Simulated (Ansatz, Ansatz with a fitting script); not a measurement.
# BN (Qingsongite): converging an RPA energy, part 4 of 4

Aim: see which settings move the RPA energy of BN (Qingsongite), and what they cost.

Ansatz 0.2.0; EXX+RPA on LDA, plane waves, norm-conserving pseudopotentials.

So far. Step 27 (k mesh, 8×8×8 mesh, cutoffs to 160 eV, 56 empty bands …): Extrapolated from these cutoffs, the correlation energy is -6.82 eV per atom (fit error 0.03); such a limit moves with the range of cutoffs. Step 28 (Wavefunction cutoff, 5×5×5 mesh, cutoffs to 160 eV, 54 …): Extrapolated from these cutoffs, the correlation energy is -6.80 eV per atom (fit error 0.03); such a limit moves with the range of cutoffs.

### 29. Wavefunction cutoff, 5×5×5 mesh, cutoffs to 160 eV, 56 empty bands, volume +5 %

input.yaml

```yaml
crystal:
  lattice:
    - [0.0, 1.8371364149, 1.8371364149]
    - [1.8371364149, 0.0, 1.8371364149]
    - [1.8371364149, 1.8371364149, 0.0]
  atoms:
    - { symbol: B, position: [0.0, 0.0, 0.0] }
    - { symbol: "N", position: [0.75, 0.75, 0.75] }
kpoints:
  mp_grid: { grid: [5, 5, 5] }
hamiltonian:
  xc: lda
  pseudopotentials: { kind: nc, xc_functional: pbe }
scf:
  occupations: { method: fixed }
  lower_state_search: "off"
  convergence: { dr2_threshold: 1.0e-09 }
output:
  rpa_energy:
    ecut_chi_ladder: [96, 112, 128, 144, 160]
    long_wavelength: optical_limit
    n_empty_bands: 56
basis:
  ecutwfc: 1612
  xc_grid: 3
```

Started as:

```bash
> ansatz run input.yaml --threads 4 --pin off --max-ram 18432MiB --backend cpu --events-out ev --progress --plain --runs-dir out
```

The program printed:

```text
[...]
Crystal: 2 atoms, lattice volume = 12.401 Å³
Basis set: ecut = 1612 eV, 1837 PW (Γ), exchange–correlation on 108×108×108 points (27 copies of the dense FFT grid, shifted against one another)
Bands: 8, of which v1, the nominal top of the filled ones, is band 4 counted from 1 (3 counted from 0)
Symmetry: 24 space group operations
[...]
k-points: 10 of 125 (time reversal used)
[...]
( 0.0000,  0.2000, -0.2000)    0.96735     0.161102           0.160455   0.089777
    ( 0.0000,  0.2000,  0.4000)    1.13432     0.207869           0.206962   0.120450
    ( 0.0000,  0.0000,  0.4000)    1.18476     0.216433           0.215429   0.128656
    ( 0.0000,  0.4000,  0.4000)    1.36804     0.276872           0.275515   0.168808
  core–valence xc dropped  : E_EXX =      -336.643140 eV   E_EXX+RPA =      -350.287195 eV
  core–valence xc semilocal: E_EXX =      -367.977075 eV   E_EXX+RPA =      -381.621130 eV
[key lines of the parts left out:]
SCF converged after 8 iterations
Free energy (F): -376.611552 eV
Fermi energy:    10.322524 eV
```

The job ended after 4.8 s (4 threads of Arm Neoverse V1, shared host; peak memory 0.34 GiB).

This step gave:

| Quantity | Value |
| --- | --- |
| exact exchange energy | -90.9278 eV |
| RPA correlation energy | -13.64 eV |

Extrapolated from these cutoffs, the correlation energy is -6.82 eV per atom (fit error 0.03); such a limit moves with the range of cutoffs.

### 30. The runs together

Expansion by 5 % in volume. Ladder, by row:

```tsv
changed	top response cutoff (eV)	empty bands	k mesh	long-wave term	wavefunction cutoff (eV)	box ratio	Ec extrapolated (eV/atom)	fit error (eV/atom)	Ec at the top rung (eV/atom)	change of Ec on expansion, extrapolated (meV/atom)	the same at one sphere-equivalent cutoff (meV/atom)	change of EXX (meV/atom)	wall time (s)	peak host memory (GiB)
base	160	54	5x5x5	optical_limit	1240	4	-6.798	0.0323	-6.064	-23.93	-34.99	0.29	3.46	0.299
response cutoff	90	22	5x5x5	optical_limit	1240	4	-6.039	0.0836	-5.032	-45.3	-48.22	0.29	2.24	0.242
response cutoff	240	99	5x5x5	optical_limit	1240	4	-7.006	0.0123	-6.494	-18.35	-28.35	0.29	6.29	0.392
bands	160	12	5x5x5	optical_limit	1240	4	-6.834	0.0318	-6.096	-26.12	-36.87	0.29	2.35	0.289
bands	160	16	5x5x5	optical_limit	1240	4	-6.819	0.032	-6.083	-21.68	-32.96	0.29	2.37	0.289
k mesh	160	54	3x3x3	optical_limit	1240	4	-6.848	0.0326	-6.087	-22.49	-34.24	-6.59	0.85	0.282
k mesh	160	54	6x6x6	optical_limit	1240	4	-6.807	0.0322	-6.062	-20.24	-35.2	0.55	7.56	0.309
long-wave term	160	54	5x5x5	neglected	1240	4	-6.777	0.0323	-6.043	-24.2	-35.27	1.35	3.41	0.295
response cutoff	340	168	5x5x5	optical_limit	1240	4	-7.059	0.0028	-6.726	-18.01	-24.1	0.29	14.7	0.583
bands	160	131	5x5x5	optical_limit	1240	4	-6.798	0.0324	-6.064	-24.08	-35.08	0.29	7.15	0.468
wavefunction cutoff	160	54	5x5x5	optical_limit	868	4	-6.794	0.0323	-6.061	-23.86	-34.92	-1.46	2.63	0.286
pair-density box	160	54	5x5x5	optical_limit	1240	2	-6.798	0.0323	-6.064	-23.93	-34.99	0.29	3.35	0.301
k mesh	160	54	8x8x8	optical_limit	1240	4	-6.8	0.0334	-6.055	-24.67	-35.31	0.62	31.15	0.338
wavefunction cutoff	160	54	5x5x5	optical_limit	1612	4	-6.798	0.0323	-6.064	-23.93	-35	0.32	4.63	0.33
```

### 31. Outcome

```json
{
 "base settings": "-6.798 eV/atom; on expansion −24 (extrapolated), −35 meV/atom (one cutoff); 3 s",
 "a top cutoff of 90 eV": "-6.039 eV/atom; on expansion −45 (extrapolated), −48 meV/atom (one cutoff); 2 s",
 "a top cutoff of 240 eV": "-7.006 eV/atom; on expansion −18 (extrapolated), −28 meV/atom (one cutoff); 6 s",
 "12 empty bands": "-6.834 eV/atom; on expansion −26 (extrapolated), −37 meV/atom (one cutoff); 2 s",
 "16 empty bands": "-6.819 eV/atom; on expansion −22 (extrapolated), −33 meV/atom (one cutoff); 2 s",
 "the 3×3×3 mesh": "-6.848 eV/atom; on expansion −22 (extrapolated), −34 meV/atom (one cutoff); 1 s",
 "the 6×6×6 mesh": "-6.807 eV/atom; on expansion −20 (extrapolated), −35 meV/atom (one cutoff); 8 s",
 "the long-wave term left out": "-6.777 eV/atom; on expansion −24 (extrapolated), −35 meV/atom (one cutoff); 3 s",
 "a top cutoff of 340 eV": "-7.059 eV/atom; on expansion −18 (extrapolated), −24 meV/atom (one cutoff); 15 s",
 "131 empty bands": "-6.798 eV/atom; on expansion −24 (extrapolated), −35 meV/atom (one cutoff); 7 s",
 "a wavefunction cutoff of 868 eV": "-6.794 eV/atom; on expansion −24 (extrapolated), −35 meV/atom (one cutoff); 3 s",
 "a box ratio of 2": "-6.798 eV/atom; on expansion −24 (extrapolated), −35 meV/atom (one cutoff); 3 s",
 "the 8×8×8 mesh": "-6.800 eV/atom; on expansion −25 (extrapolated), −35 meV/atom (one cutoff); 31 s",
 "a wavefunction cutoff of 1612 eV": "-6.798 eV/atom; on expansion −24 (extrapolated), −35 meV/atom (one cutoff); 5 s"
}
```

What this shows: With a top cutoff of 90 eV the extrapolated correlation energy moves by +759 meV/atom, and its change on expansion at one cutoff by −13.2. With a top cutoff of 240 eV the extrapolated correlation energy moves by −208 meV/atom, and its change on expansion at one cutoff by +6.6. With 12 empty bands the extrapolated correlation energy moves by −36 meV/atom, and its change on expansion at one cutoff by −1.9. With 16 empty bands the extrapolated correlation energy moves by −21 meV/atom, and its change on expansion at one cutoff by +2.0. With the 3×3×3 mesh the extrapolated correlation energy moves by −50 meV/atom, and its change on expansion at one cutoff by +0.8. With the 6×6×6 mesh the extrapolated correlation energy moves by −9 meV/atom, and its change on expansion at one cutoff by −0.2. With the long-wave term left out the extrapolated correlation energy moves by +21 meV/atom, and its change on expansion at one cutoff by −0.3. With a top cutoff of 340 eV the extrapolated correlation energy moves by −261 meV/atom, and its change on expansion at one cutoff by +10.9. Over all rows the change on expansion by 5 % runs from −45 to −18 meV/atom when each cell is extrapolated apart and from −48 to −24 at one cutoff (95 % of each row's top rung, the same for both cells).

[Paths, hosts, dates, memory and timing lines, banners, echoed tables and standing remarks are left out of the program output.]

[Logs are printed without paths, hosts, clocks, repeated set-up lines and the standing remarks that a program may print on its own settings, such as how far it seeks lower states.]

[Runs of the session that timed out or met a known fault of the program may be left out.]

[Hosts, paths, dates, database ids (printed as entryN), source tags and the programs' standing remarks are cut or masked in the printed files.]
